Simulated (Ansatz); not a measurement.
# SiO2: a point defect seen from the nuclei (O vacancy)

How do the nuclei near a point defect see it? The defect is O vacancy in SiO2 (cell charge +2), first unrelaxed. The cell is a supercell built from a computed entry of the Materials Project. Planned: a single point, then a relaxation, then a check of ecutrho_ratio.

Method: DFT, PBE, plane-wave PAW, default files, scalar-relativistic, as far as a step names no other, in Ansatz 0.2.0.

### 1 The structure to begin with

Symmetry: C2, No. 5, monoclinic system. The conventional cell has a = 9.909 Å, b = 9.909 Å, c = 7.311 Å, α = 90.00°, β = 90.00°, γ = 90.00°. Si (site symmetry 1) has 3 O at 1.61 Å as nearest neighbours. Around Si (site symmetry 1) lie 4 O at 1.61 Å. O (site symmetry 1) is surrounded by 2 Si at 1.61 Å. O (site symmetry 2) is surrounded by 2 Si at 1.61 Å. Only part of the 13 independent sites is listed.

Coordinates:

```xyz
23
Lattice="0.0000 0.0000 7.3113 4.9546 -4.9546 0.0000 4.9546 4.9546 -7.3113" Properties=species:S:1:pos:R:3 pbc="T T T"
Si    0.0000    0.0000    0.0000
Si    2.4773    2.4773   -3.6557
Si    2.4773   -2.4773    3.6557
Si    4.9546    0.0000    0.0000
Si    4.9546   -2.4773    1.8278
Si    7.4319    0.0000   -1.8278
Si    2.4773    0.0000   -1.8278
Si    4.9546    2.4773   -5.4835
O     7.9114   -1.2386   -2.7418
O     2.9568   -1.2386    4.5696
O     5.4341    1.2386    0.9139
O     6.1932   -1.9978    2.7418
O     8.6705    0.4795   -0.9139
O     3.7159    0.4795   -0.9139
O     6.1932    2.9568   -4.5696
O     3.7159   -2.9568    2.7418
O     6.1932   -0.4795   -0.9139
O     1.2386   -0.4795    6.3974
O     3.7159    1.9978    2.7418
O     4.4750   -1.2386    0.9139
O     6.9523    1.2386   -2.7418
O     1.9978    1.2386    4.5696
O     4.4750    3.7159    0.9139
```

The vacant site is at (0.298, 0.923, 0.173) in fractional coordinates of the input's cell.

### 2 Gradients at the starting positions

File input.yaml:

```yaml
crystal:
  lattice:
    - [0.0, 0.0, 7.3113424844]
    - [4.9545809254, -4.9545809254, 0.0]
    - [4.9545809254, 4.9545809254, -7.3113424844]
  atoms:
    - { symbol: Si, position: [0.0, 0.0, 0.0] }
    - { symbol: Si, position: [0.0, 0.0, 0.5] }
    - { symbol: Si, position: [0.5, 0.5, 0.0] }
    - { symbol: Si, position: [0.5, 0.5, 0.5] }
    - { symbol: Si, position: [0.5, 0.75, 0.25] }
    - { symbol: Si, position: [0.5, 0.75, 0.75] }
    - { symbol: Si, position: [0.0, 0.25, 0.25] }
    - { symbol: Si, position: [0.0, 0.25, 0.75] }
    - { symbol: O, position: [0.298393065, 0.923393065, 0.673393065] }
    - { symbol: O, position: [0.798393065, 0.423393065, 0.173393065] }
    - { symbol: O, position: [0.798393065, 0.423393065, 0.673393065] }
    - { symbol: O, position: [0.798393065, 0.826606935, 0.423393065] }
    - { symbol: O, position: [0.798393065, 0.826606935, 0.923393065] }
    - { symbol: O, position: [0.298393065, 0.326606935, 0.423393065] }
    - { symbol: O, position: [0.298393065, 0.326606935, 0.923393065] }
    - { symbol: O, position: [0.451606935, 0.673393065, 0.076606935] }
    - { symbol: O, position: [0.451606935, 0.673393065, 0.576606935] }
    - { symbol: O, position: [0.951606935, 0.173393065, 0.076606935] }
    - { symbol: O, position: [0.951606935, 0.173393065, 0.576606935] }
    - { symbol: O, position: [0.451606935, 0.576606935, 0.326606935] }
    - { symbol: O, position: [0.451606935, 0.576606935, 0.826606935] }
    - { symbol: O, position: [0.951606935, 0.076606935, 0.326606935] }
    - { symbol: O, position: [0.951606935, 0.076606935, 0.826606935] }
total_charge: 2
kpoints:
  mp_grid: { grid: [4, 4, 4] }
scf:
  occupations: { method: fermi_dirac, width: 0.01 }
hamiltonian:
  xc: pbe
  pseudopotentials: { kind: paw }
output:
  forces: true
  stress: true
  populations: true
  efg: { quadrupole_moments_barn: { O: -0.02558 }, contact_densities: true }
```

Run with:

```
ansatz run input.yaml --threads 1 --pin off --max-ram 3072MiB --backend cpu --events-out ev --progress --plain --runs-dir out
```

The log of the run:

```text
Warning: RAYON_NUM_THREADS=1 ignored (pool sized by the plan → 1); use --threads N
Engine: ansatz 0.2.0, aarch64-unknown-linux-gnu
Pseudopotentials: kind: paw
Pseudopotential: Si, paw, valence charge 4, recommended cutoff 420 eV (normal), Si.paw.azcp
Pseudopotential: O, paw, valence charge 6, recommended cutoff 420 eV (normal), O.paw.azcp
Functional definition: PBE
  parameter kappa = 0.804
  parameter beta = 0.06672455060314922
  exchange = pbe_x(kappa = kappa, mu = beta*pi^2/3)
  correlation = pbe_c(beta = beta)
Crystal: 23 atoms, lattice volume = 358.956 Å³
Basis set: ecut = 420 eV, 7029 PW (Γ), exchange–correlation on 100×96×144 points (8 copies of the dense FFT grid, shifted against one another)
Bands: 83, of which v1, the nominal top of the filled ones, is band 60 counted from 1 (59 counted from 0)
Symmetry: 2 space group operations
Space group: C2 (ITA 5), of the structure as read, at distance tolerance 7.1e-5 Å
k-points: 24 of 64 (time reversal used)
Non-local potential: Si, projectors of the file, l = 0: 2, l = 1: 2, l = 2: 2
Non-local potential: O, projectors of the file, l = 0: 2, l = 1: 2, l = 2: 1
PAW form: soft (Blöchl's): semilocal exchange-correlation on the pseudo side does not see the compensation charge
PAW one-centre angular grid: Si, 110 points (default); XC on 64 Gauss nodes
PAW one-centre angular grid: O, 110 points (default); XC on 64 Gauss nodes
Initial density: superposition of atomic densities (neutral atoms scaled as one to the charged cell's electrons: chi_scale 0, normalization atom), corrected by the library's trained network
Initial wavefunctions: pseudopotential atomic-orbital guess
Functional: x = pbe(κ = 0.804, μ = 0.2195149727645171), c = pbe(β = 0.06672455060314922)
SCF iter   1: F=—  HF=-13628.862130 eV  |F-HF|=—  |Δ(HF+E_count)|=         —  Δρ=4.46e-2  dr2=1.41e1  ethr=1.77e-3  ⟨swp⟩=7.7  Hψ=10453  notcnv=0  defer=134
preconditioner: auto → Resta (q_TF=auto, 2.273 Å⁻¹)  ε∞=2.7  [insulator: Δε(μ)=2.947 eV  Ē_g=16.632 eV  σ=0.010 eV  W_gap=1.00  n_scr=80 (ndim 8)  ℏωp=21.5 eV  f_vac=0.247  D(μ)=0.00/eV (n_scr^D=0)  ε∞_Penn≈2.7]
SCF iter   2: F=—  HF=-13624.772646 eV  |F-HF|=—  |Δ(HF+E_count)|=    4.09e0  Δρ=1.67e-2  dr2=1.32e0  ethr=1.77e-3  ⟨swp⟩=4.0  Hψ=3973  notcnv=0  defer=442
SCF iter   3: F=—  HF=-13624.462672 eV  |F-HF|=—  |Δ(HF+E_count)|=   3.10e-1  Δρ=1.09e-2  dr2=6.53e-1  ethr=1.10e-3  ⟨swp⟩=3.5  Hψ=3520  notcnv=0  defer=438
SCF iter   4: F=—  HF=-13624.519698 eV  |F-HF|=—  |Δ(HF+E_count)|=   5.70e-2  Δρ=9.26e-3  dr2=6.25e-1  ethr=5.44e-4  ⟨swp⟩=3.0  Hψ=2628  notcnv=0  defer=438
SCF iter   5: F=—  HF=-13624.434093 eV  |F-HF|=—  |Δ(HF+E_count)|=   8.56e-2  Δρ=4.42e-3  dr2=1.66e-1  ethr=5.21e-4  ⟨swp⟩=2.3  Hψ=2434  notcnv=0  defer=426
SCF iter   6: F=—  HF=-13624.418962 eV  |F-HF|=—  |Δ(HF+E_count)|=   1.51e-2  Δρ=2.46e-3  dr2=4.65e-2  ethr=1.38e-4  ⟨swp⟩=3.0  Hψ=1789  notcnv=0  defer=426
SCF iter   7: F=—  HF=-13624.416813 eV  |F-HF|=—  |Δ(HF+E_count)|=   2.15e-3  Δρ=4.35e-4  dr2=9.74e-4  ethr=3.87e-5  ⟨swp⟩=2.0  Hψ=1678  notcnv=0  defer=426
SCF iter   8: F=—  HF=-13624.416977 eV  |F-HF|=—  |Δ(HF+E_count)|=   1.64e-4  Δρ=2.93e-4  dr2=6.86e-4  ethr=8.12e-7  ⟨swp⟩=2.0  Hψ=2754  notcnv=0  defer=426
SCF iter   9: F=—  HF=-13624.416991 eV  |F-HF|=—  |Δ(HF+E_count)|=   1.37e-5  Δρ=1.34e-4  dr2=8.33e-5  ethr=5.72e-7  ⟨swp⟩=2.0  Hψ=1614  notcnv=0  defer=426
SCF iter  10: F=—  HF=-13624.417182 eV  |F-HF|=—  |Δ(HF+E_count)|=   1.91e-4  Δρ=8.96e-5  dr2=3.65e-5  ethr=6.94e-8  ⟨swp⟩=2.4  Hψ=2858  notcnv=0  defer=426
SCF iter  11: F=—  HF=-13624.417185 eV  |F-HF|=—  |Δ(HF+E_count)|=   3.44e-6  Δρ=2.49e-5  dr2=3.11e-6  ethr=3.05e-8  ⟨swp⟩=2.6  Hψ=2594  notcnv=0  defer=426
SCF iter  12: F=—  HF=-13624.417186 eV  |F-HF|=—  |Δ(HF+E_count)|=   7.85e-7  Δρ=1.00e-5  dr2=6.55e-7  ethr=2.59e-9  ⟨swp⟩=2.1  Hψ=2577  notcnv=0  defer=426
SCF iter  13: F=-13624.417186 eV  HF=-13624.417186 eV  |F-HF|=1.13e-10  |Δ(HF+E_count)|=   2.99e-8  Δρ=2.77e-6  dr2=3.00e-8  ethr=8.33e-11  ⟨swp⟩=16.5  Hψ=14374  notcnv=0
SCF 1 converged in 13 iterations: F = -13624.417186 eV  dr2 = 3.00e-8
SCF converged after 13 iterations
Free energy (F): -13624.417186 eV
Harris-Foulkes:  -13624.417186 eV  (|F-HF|=1.13e-10)
Internal energy: -13624.416518 eV  (E = F + TS)
E sigma→0 (E₀):  -13624.416852 eV
Entropy (-TS):   -0.000668 eV (-0.029 meV/atom)
Fermi energy:    0.642824 eV
--- Per-component energies (eV) ---
  E_band       = -755.266168
  E_kinetic    = 3007.088327
  E_local      = -9052.485573  (includes V_loc(G=0)·N_el)
  E_nonlocal   = 910.656255
  E_hartree    = 3362.499280
  E_xc         = -1538.037956
  E_vxc        = -1773.286585  (∫ρ·V_xc dr)
  E_paw        = -6487.625320  (= ΣΔE_a)
  E_vpaw       = -572.275159  (= ΣTr[D̂ρ^β])
  E_aug_tail   = 0.038923  (compensation charges beyond the density's cutoff)
  E_ewald      = -3826.550455
  E_smearing   = -0.000668  (= −TS)
  E_closure    = 0.000000  (closes the sum)
  E_deformation_potential = 19.494834  (in the stress; not in F)
  Σ components = -13624.417186   (vs F -13624.417186, Δ=0.00e0)
--- Forces (eV/Å), atoms counted from 1 ---
  atom   1  Si    -1.37739596    -2.34944851    -1.97088950
  atom   2  Si     1.36233419    -0.71013101     0.96288809
  atom   3  Si    -1.19247348     0.03499873     0.46370803
  atom   4  Si     0.51916810     1.01997031    -1.30767829
  atom   5  Si    -1.37739596     2.34944851     1.97088950
  atom   6  Si    -1.19247348    -0.03499873    -0.46370803
  atom   7  Si     1.36233419     0.71013101    -0.96288809
  atom   8  Si     0.51916810    -1.01997031     1.30767829
  atom   9  O      0.18136117     0.13590611    -0.08828463
  atom  10  O      0.18136117    -0.13590611     0.08828463
  atom  11  O      0.10229604     0.00000000     0.00000000
  atom  12  O     -0.70851911    -0.47316379    -1.46712893
  atom  13  O      1.66394262     0.93186884     1.38077500
  atom  14  O     -0.20456016     0.08887831     0.26441053
  atom  15  O      0.02477342     0.33341228    -0.21385085
  atom  16  O      1.66394262    -0.93186884    -1.38077500
  atom  17  O      0.02477342    -0.33341228     0.21385085
  atom  18  O     -0.70851911     0.47316379     1.46712893
  atom  19  O     -0.20456016    -0.08887831    -0.26441053
  atom  20  O     -0.09070954    -1.88729908     0.28395519
  atom  21  O      0.00421472     0.00000000     0.00000000
  atom  22  O     -0.46236267     0.00000000     0.00000000
  atom  23  O     -0.09070954     1.88729908    -0.28395519
  max |Σ_I F_I| component: 9.42e-6 eV/Å
--- Stress (GPa, compression-positive) ---
        5.587585       0.000000       0.000000
        0.000000       4.084040      -1.510479
        0.000000      -1.510480       4.847038
  P = ⅓ Tr σ = 4.8396 GPa (48.396 kbar)
--- PAW observables at the nuclei: V_zz in 10²¹ V/m², potentials from the cell's mean, atoms counted from 1 ---
  atom   1  Si V_zz =    +5.964514   η = 0.0242   by run symmetry: allowed
            electrostatic potential = -1351.429453 V   contact ρ = 12804.220878 e/Å³
  atom   2  Si V_zz =    +0.644899   η = 0.4490   by run symmetry: allowed
            electrostatic potential = -1353.113887 V   contact ρ = 12800.965573 e/Å³
  atom   3  Si V_zz =    +0.909106   η = 0.2205   by run symmetry: allowed
            electrostatic potential = -1353.119857 V   contact ρ = 12800.938581 e/Å³
  atom   4  Si V_zz =    +0.693571   η = 0.2259   by run symmetry: allowed
            electrostatic potential = -1353.136897 V   contact ρ = 12801.031381 e/Å³
  atom   5  Si V_zz =    +5.964514   η = 0.0242   by run symmetry: allowed
            electrostatic potential = -1351.429453 V   contact ρ = 12804.220878 e/Å³
  atom   6  Si V_zz =    +0.909106   η = 0.2205   by run symmetry: allowed
            electrostatic potential = -1353.119857 V   contact ρ = 12800.938581 e/Å³
  atom   7  Si V_zz =    +0.644899   η = 0.4490   by run symmetry: allowed
            electrostatic potential = -1353.113887 V   contact ρ = 12800.965573 e/Å³
  atom   8  Si V_zz =    +0.693571   η = 0.2259   by run symmetry: allowed
            electrostatic potential = -1353.136897 V   contact ρ = 12801.031381 e/Å³
  atom   9  O  V_zz =    +8.532227   η = 0.3568   by run symmetry: allowed   C_q = -5.2774 MHz
            electrostatic potential = -617.312422 V   contact ρ = 2153.958948 e/Å³
  atom  10  O  V_zz =    +8.532227   η = 0.3568   by run symmetry: allowed   C_q = -5.2774 MHz
            electrostatic potential = -617.312422 V   contact ρ = 2153.958948 e/Å³
  atom  11  O  V_zz =    +8.294634   η = 0.0966   by run symmetry: allowed   C_q = -5.1304 MHz
            electrostatic potential = -617.310585 V   contact ρ = 2154.044316 e/Å³
  atom  12  O  V_zz =   +10.039149   η = 0.7905   by run symmetry: allowed   C_q = -6.2094 MHz
            electrostatic potential = -616.243113 V   contact ρ = 2155.155202 e/Å³
  atom  13  O  V_zz =   +11.504477   η = 0.2347   by run symmetry: allowed   C_q = -7.1158 MHz
            electrostatic potential = -616.586924 V   contact ρ = 2153.965813 e/Å³
  atom  14  O  V_zz =    +8.850840   η = 0.1018   by run symmetry: allowed   C_q = -5.4744 MHz
            electrostatic potential = -617.534478 V   contact ρ = 2153.757851 e/Å³
  atom  15  O  V_zz =    +9.021862   η = 0.1510   by run symmetry: allowed   C_q = -5.5802 MHz
            electrostatic potential = -617.541416 V   contact ρ = 2153.614771 e/Å³
  atom  16  O  V_zz =   +11.504477   η = 0.2347   by run symmetry: allowed   C_q = -7.1158 MHz
            electrostatic potential = -616.586924 V   contact ρ = 2153.965813 e/Å³
  atom  17  O  V_zz =    +9.021862   η = 0.1510   by run symmetry: allowed   C_q = -5.5802 MHz
            electrostatic potential = -617.541416 V   contact ρ = 2153.614771 e/Å³
  atom  18  O  V_zz =   +10.039149   η = 0.7905   by run symmetry: allowed   C_q = -6.2094 MHz
            electrostatic potential = -616.243113 V   contact ρ = 2155.155202 e/Å³
  atom  19  O  V_zz =    +8.850840   η = 0.1018   by run symmetry: allowed   C_q = -5.4744 MHz
            electrostatic potential = -617.534478 V   contact ρ = 2153.757851 e/Å³
  atom  20  O  V_zz =   +10.261007   η = 0.4922   by run symmetry: allowed   C_q = -6.3467 MHz
            electrostatic potential = -616.332620 V   contact ρ = 2154.898168 e/Å³
  atom  21  O  V_zz =    +8.649703   η = 0.2476   by run symmetry: allowed   C_q = -5.3500 MHz
            electrostatic potential = -617.523906 V   contact ρ = 2153.935515 e/Å³
  atom  22  O  V_zz =    +9.166728   η = 0.0001   by run symmetry: allowed   C_q = -5.6698 MHz
            electrostatic potential = -617.531374 V   contact ρ = 2153.542166 e/Å³
  atom  23  O  V_zz =   +10.261007   η = 0.4922   by run symmetry: allowed   C_q = -6.3467 MHz
            electrostatic potential = -616.332620 V   contact ρ = 2154.898168 e/Å³
--- Band table (eV; the first three rows and the last of 24) ---
  k-point 0: bands = ["-18.8133", "-18.4623", "-17.9804", "-17.9800", "-17.8465", "-17.8302", "-17.5617", "-16.9335", "-16.9146", "-16.8259", "-16.8211", "-16.3904", "-16.3329", "-16.3212", "-16.2947", "-8.6633", "-7.6842", "-6.7652", "-6.7258", "-6.6310", "-6.5935", "-6.2335", "-5.0989", "-4.9865", "-4.6854", "-4.6431", "-4.5698", "-4.2592", "-4.2425", "-4.0578", "-3.2149", "-2.6873", "-2.3663", "-2.3505", "-2.1811", "-1.9869", "-1.9650", "-1.8035", "-1.7354", "-1.6021", "-1.5783", "-1.4800", "-1.4230", "-1.3698", "-1.1824", "-1.0529", "-1.0309", "-0.9694", "-0.6989", "-0.6338", "-0.5761", "-0.4181", "-0.0921", "0.0436", "0.0739", "0.2113", "0.2521", "0.2567", "0.5426", "0.6402", "0.6441", "4.7896", "7.0854", "7.4998", "7.5587", "9.3736", "9.7275", "9.7519", "9.8810", "10.3377", "10.5319", "10.5591", "10.6947", "10.7757", "11.0635", "11.1224", "11.1872", "11.2948", "11.4086", "11.5529", "11.8167", "11.9181", "12.0801"]
  k-point 1: bands = ["-18.7668", "-18.5129", "-18.0618", "-17.9811", "-17.8851", "-17.7912", "-17.4135", "-17.0075", "-16.9288", "-16.8206", "-16.7481", "-16.4303", "-16.3485", "-16.3257", "-16.2914", "-8.5370", "-7.8092", "-7.0912", "-6.6887", "-6.6032", "-6.4847", "-5.9409", "-5.1812", "-4.9640", "-4.7218", "-4.6572", "-4.5398", "-4.3126", "-4.2421", "-4.1082", "-3.2134", "-2.6705", "-2.4421", "-2.3375", "-2.1666", "-2.0424", "-1.9451", "-1.8056", "-1.6538", "-1.6105", "-1.5706", "-1.4414", "-1.3996", "-1.2926", "-1.1741", "-1.1157", "-1.0603", "-0.8990", "-0.7916", "-0.6642", "-0.4744", "-0.4121", "-0.0979", "0.0006", "0.0681", "0.1523", "0.2267", "0.3302", "0.5247", "0.5948", "0.7036", "4.7479", "7.1391", "7.5118", "7.7984", "9.3373", "9.5712", "9.9116", "10.0524", "10.1549", "10.3610", "10.4806", "10.5972", "10.7765", "10.8446", "10.9620", "11.0608", "11.1558", "11.4637", "11.5721", "11.7100", "11.9081", "12.1088"]
  k-point 2: bands = ["-18.6544", "-18.6342", "-18.1160", "-17.9820", "-17.8887", "-17.7852", "-17.2235", "-17.1371", "-16.9320", "-16.8167", "-16.6707", "-16.5040", "-16.3551", "-16.3295", "-16.2888", "-8.2815", "-8.0899", "-7.2113", "-6.6770", "-6.5959", "-6.4661", "-5.5076", "-5.4659", "-4.8648", "-4.8307", "-4.6557", "-4.4788", "-4.3976", "-4.2226", "-4.1767", "-3.2105", "-2.6610", "-2.4813", "-2.3499", "-2.1458", "-2.0777", "-1.9376", "-1.7426", "-1.6974", "-1.5849", "-1.5110", "-1.4802", "-1.3706", "-1.2884", "-1.1747", "-1.0936", "-1.0237", "-0.9242", "-0.7642", "-0.6200", "-0.5248", "-0.3745", "-0.1394", "-0.0096", "0.0065", "0.1365", "0.2288", "0.4035", "0.4926", "0.5234", "0.7699", "4.7082", "7.1729", "7.5274", "8.3468", "8.6711", "9.7971", "10.0983", "10.2260", "10.2900", "10.3213", "10.3686", "10.4385", "10.5091", "10.5405", "10.7329", "10.8446", "11.1938", "11.5228", "11.5953", "11.6879", "11.9048", "11.9931"]
  k-point 23: bands = ["-18.6310", "-18.5514", "-18.2450", "-18.2097", "-17.7103", "-17.6573", "-17.2310", "-17.0524", "-17.0040", "-16.9814", "-16.5200", "-16.4976", "-16.3893", "-16.3620", "-16.2753", "-8.1865", "-7.7290", "-7.6157", "-7.5882", "-5.8261", "-5.8142", "-5.7981", "-5.1234", "-4.9871", "-4.9696", "-4.6554", "-4.5419", "-4.5194", "-4.3513", "-4.3151", "-3.2730", "-2.7197", "-2.4025", "-2.3979", "-2.0659", "-2.0046", "-1.9077", "-1.8250", "-1.6563", "-1.5936", "-1.4954", "-1.4463", "-1.3474", "-1.2239", "-1.1425", "-1.1403", "-1.0798", "-0.9404", "-0.6400", "-0.5803", "-0.4762", "-0.3285", "-0.2312", "-0.1490", "0.0391", "0.1291", "0.2940", "0.3429", "0.4268", "0.5658", "0.6959", "4.7535", "7.4446", "7.4949", "8.9892", "9.0039", "9.1759", "9.5330", "9.9595", "10.0471", "10.1951", "10.2125", "10.3203", "10.4717", "10.6528", "10.7011", "11.0109", "11.1047", "11.3209", "11.4682", "11.4898", "11.7812", "12.0650"]
--- Löwdin populations: 23 sites ---
  site symbol       q [e]
     0     Si      2.3331
     1     Si      2.1383
     2     Si      2.1357
     3     Si      2.1387
     4     Si      2.3331
     5     Si      2.1357
     6     Si      2.1383
     7     Si      2.1387
     8      O      6.7325
     9      O      6.7325
    10      O      6.7327
    11      O      6.6726
    12      O      6.7139
    13      O      6.7557
    14      O      6.7593
    15      O      6.7139
    16      O      6.7593
    17      O      6.6726
    18      O      6.7557
    19      O      6.6820
    20      O      6.7394
    21      O      6.7617
    22      O      6.6820
  spilling = 0.013687 (of n_electrons = 120.000000)
```

Run time: 1.7 min. Hardware: 1 thread of Arm Neoverse V2, shared host; peak memory 0.82 GiB.

The run ends with no gap over 0.1 eV on the mesh, largest force 3.362 eV/Å, pressure 4.8 GPa.

Site by site (atoms counted from 1): 11 of 13, those nearest the defect, the farthest of each element and the two largest gradients.

| site | atoms | distance from the defect (Å) | V_zz (10²¹ V/m²) | η | C_Q (MHz) |
| --- | --- | --- | --- | --- | --- |
| Si1 | 1, 5 | 1.61 | 5.96 | 0.02 | – |
| O12 | 12, 18 | 2.62 | 10.04 | 0.79 | -6.21 (¹⁷O) |
| O13 | 13, 16 | 2.62 | 11.50 | 0.23 | -7.12 (¹⁷O) |
| O20 | 20, 23 | 2.66 | 10.26 | 0.49 | -6.35 (¹⁷O) |
| Si2 | 2, 7 | 3.61 | 0.64 | 0.45 | – |
| O14 | 14, 19 | 3.79 | 8.85 | 0.10 | -5.47 (¹⁷O) |
| O15 | 15, 17 | 3.79 | 9.02 | 0.15 | -5.58 (¹⁷O) |
| Si4 | 4, 8 | 3.86 | 0.69 | 0.23 | – |
| O22 | 22 | 3.96 | 9.17 | 0.00 | -5.67 (¹⁷O) |
| Si3 | 3, 6 | 4.22 | 0.91 | 0.22 | – |
| O9 | 9, 10 | 5.06 | 8.53 | 0.36 | -5.28 (¹⁷O) |

C_Q = eQV_zz/h, which is 24.18 MHz for Q = 1 b and V_zz = 10²¹ V/m²; η = (V_xx − V_yy)/V_zz. Quadrupole moments are those of Pyykkö's year-2017 table. A dash under C_Q marks elements without a common quadrupolar isotope.

Direction of the V_zz axis (Cartesian unit vector):

| site | atom | x | y | z |
| --- | --- | --- | --- | --- |
| Si1 | 1 | 0.20 | 0.82 | 0.54 |
| Si2 | 2 | 0.81 | -0.23 | 0.54 |
| Si3 | 3 | 0.85 | -0.17 | -0.50 |
| Si4 | 4 | 0.27 | 0.79 | -0.55 |
| O9 | 9 | 0.07 | 0.77 | 0.63 |
| O11 | 11 | 0.00 | 0.85 | 0.53 |
| O12 | 12 | 0.59 | 0.40 | 0.70 |
| O13 | 13 | 0.72 | 0.16 | 0.67 |
| O14 | 14 | 0.80 | -0.01 | 0.59 |
| O15 | 15 | 0.81 | -0.02 | 0.58 |

(Part 1 of 3 ends here.)
